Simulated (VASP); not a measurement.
CdO:

```xyz
2
Lattice="0.0000 2.1055 2.1055 2.1055 0.0000 2.1055 2.1055 2.1055 0.0000" Properties=species:S:1:pos:R:3 pbc="T T T"
Cd    0.0000    0.0000    0.0000
O     2.1055    2.1055    2.1055
```

The cell was built by a generator and isn't the measured one.

Base run:

```yaml
Program: VASP 6.6.1
Functional: TB-mBJ
Potentials_or_basis: VASP PAW PBE potentials, release 64 (Cd, O)
Cutoff: 520 eV
k_mesh: 8 × 8 × 8
Occupations: fermi-dirac, width 0.05 eV
Spin: no spin polarisation
```

Its results: band gap on the k mesh 2.07 eV, indirect (least direct gap 5.18 eV).

Q: The run is repeated on the same cell with these changes: functional from TB-mBJ to HSE06. What comes out?

A: Band gap on the k mesh 1.83 eV, indirect (least direct gap 5.06 eV).

A k mesh can miss the band edges.
